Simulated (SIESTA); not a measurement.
In:

```xyz
2
Lattice="3.3355 0.0000 0.0000 -1.6677 2.8886 0.0000 0.0000 0.0000 5.5091" Properties=species:S:1:pos:R:3 pbc="T T T"
In    1.6677    0.9629    4.1319
In    0.0000    1.9257    1.3773
```

This isn't the form of In at room conditions, which is tetragonal.

| Property | Result |
| --- | --- |
| Program | SIESTA 5.4.2 |
| Task | single point |
| Functional | PBE |
| Potentials or basis | PseudoDojo 0.4 standard (PBE files) |
| Basis | DZP (energy shift 0.003 Ry; two zetas on semicore shells) |
| Grid cutoff | 500 Ry |
| Energy shift | 0.003 Ry |
| k mesh | 9 × 9 × 5 |
| Occupations | fermi-dirac, width 0.05 eV |
| Spin | no spin polarisation |

On this cell: pressure 1.8 GPa; largest force under 0.003 eV/Å; band gap on the k mesh none (metal or under the smearing width).

The same run follows on a disturbed copy (atoms moved at random, drawn with an rms of 0.05 Å):

```
CELL_PARAMETERS angstrom
3.33548 0.00000 0.00000
-1.66774 2.88861 0.00000
0.00000 0.00000 5.50914
ATOMIC_POSITIONS crystal
In 0.67002 0.33591 0.74904
In 0.32037 0.68022 0.25626
```

Q: What changes?

A: The energy (extrapolated to zero smearing) moves by +1.6 meV/atom; pressure 1.9 GPa; largest force 0.125 eV/Å; band gap on the k mesh none (metal or under the smearing width).

Forces on the atoms (eV/Å):
```
In  -0.021  0.008  0.123
In   0.021 -0.008 -0.123
```

Stress tensor (GPa, compression positive):
```
 1.73  0.19 -0.02
 0.19  1.89  0.01
-0.02  0.01  1.94
```

Caveats: the basis of atomic orbitals isn't converged, which shifts pressures, moduli and gaps.
